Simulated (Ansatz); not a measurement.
# TaN: the cost of one run

Computed with Ansatz 0.2.0 (DFT r²SCAN+U (U_eff = 3 eV on Ta d), plane waves, PAW, no spin–orbit coupling unless a run says so, unless a step's input says otherwise).

### Step 1. Starting point

Symmetry: P6_3mc, No. 186, hexagonal system. The conventional cell has a = 3.050 Å, b = 3.050 Å, c = 4.940 Å, α = 90.00°, β = 90.00°, γ = 120.00°. Ta (site symmetry 3m) has 4 N at 1.85 to 1.90 Å in its first shell of neighbours. N (site symmetry 3m) has 4 Ta at 1.85 to 1.90 Å in its first shell of neighbours.

Coordinates:

```cif
data_structure
_symmetry_space_group_name_H-M 'P6_3mc'
_symmetry_Int_Tables_number 186
_cell_length_a 3.0500
_cell_length_b 3.0500
_cell_length_c 4.9400
_cell_angle_alpha 90.000
_cell_angle_beta 90.000
_cell_angle_gamma 120.000
_cell_volume 39.80
loop_
_atom_site_label
_atom_site_type_symbol
_atom_site_symmetry_multiplicity
_atom_site_Wyckoff_symbol
_atom_site_fract_x
_atom_site_fract_y
_atom_site_fract_z
_atom_site_occupancy
Ta1 Ta 2 b 0.33333 0.66667 0.00000 1
N1 N 2 b 0.33333 0.66667 0.38500 1
```

Magnetic order typed: antiferromagnetic, doubled cell 0 0 1/2.

### Step 2. From atoms, symmetry kept, no search

File input.yaml:

```yaml
crystal:
  lattice:
    - [3.05000204, 0.0, 0.0]
    - [-1.52500102, 2.64137925, 0.0]
    - [0.0, 0.0, 9.88000306]
  atoms:
    - { symbol: Ta, position: [0.3333333333, 0.6666666667, 0.0], spin: 2.0 }
    - { symbol: Ta, position: [0.6666666667, 0.3333333333, 0.25], spin: 2.0 }
    - { symbol: "N", position: [0.3333333333, 0.6666666667, 0.1925] }
    - { symbol: "N", position: [0.6666666667, 0.3333333333, 0.4425] }
    - { symbol: Ta, position: [0.3333333333, 0.6666666667, 0.5], spin: -2.0 }
    - { symbol: Ta, position: [0.6666666667, 0.3333333333, 0.75], spin: -2.0 }
    - { symbol: "N", position: [0.3333333333, 0.6666666667, 0.6925] }
    - { symbol: "N", position: [0.6666666667, 0.3333333333, 0.9425] }
basis:
  ecutwfc: 500
  ecutrho_ratio: 4
kpoints:
  mp_grid: { grid: [7, 7, 2] }
hamiltonian:
  xc: r2scan
  hubbard:
    sites:
      - { site: 0, l: d, u_eff: 3.0 }
      - { site: 1, l: d, u_eff: 3.0 }
      - { site: 4, l: d, u_eff: 3.0 }
      - { site: 5, l: d, u_eff: 3.0 }
scf:
  occupations: { method: gaussian, width: 0.05 }
  lower_state_search: "off"
  max_iter: 150
output:
  forces: true
  stress: true
  eigenvalues: true
  populations: true
  hubbard:
    sites:
      - { site: 0, l: d }
      - { site: 1, l: d }
      - { site: 4, l: d }
      - { site: 5, l: d }
magnetization:
  spin_polarized: true
```

Started as:

```console
$ ansatz run input.yaml --threads 8 --pin off --max-ram 12288MiB --backend cpu --events-out ev --progress --plain --runs-dir out
```

**Question.** How long does this run take on 8 threads of Arm Neoverse V2, shared host, and how much memory does it need?

About 12 s, with a peak of 0.72 GiB.
